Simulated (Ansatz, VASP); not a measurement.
# One calculation of AlRu, two programs

```
Al Ru
1.0
     2.99160    0.00000    0.00000
     0.00000    2.99160    0.00000
     0.00000    0.00000    2.99160
Al Ru
1 1
Direct
  0.00000 0.00000 0.00000
  0.50000 0.50000 0.50000
```

Alike in both runs: task single point; functional PBE; k mesh 6 × 6 × 6; occupations gaussian, width 0.1 eV; no spin polarisation.

|  | VASP | Ansatz |
| --- | --- | --- |
| version | VASP 6.6.1 | Ansatz 0.2.0 |
| potentials or method | VASP PAW PBE potentials, release 64 (Al, Ru_pv) | scalar-relativistic, plane waves, PAW |
| plane-wave cutoff (eV) | 520 | 420 |
| valence electrons in the cell | 17 | 19 |

|  | VASP | Ansatz | Ansatz less VASP |
| --- | --- | --- | --- |
| gap on the k mesh at the Fermi level (eV) | none | none | - |
| pressure (GPa) | 2.5 | 2.5 | +0.03 |

A gap of «none» marks a metal or a gap that the smearing closes. The functional is the same, so the differences come from potentials, cutoffs and numerics. The two sets of potentials don't hold the same shells in valence.
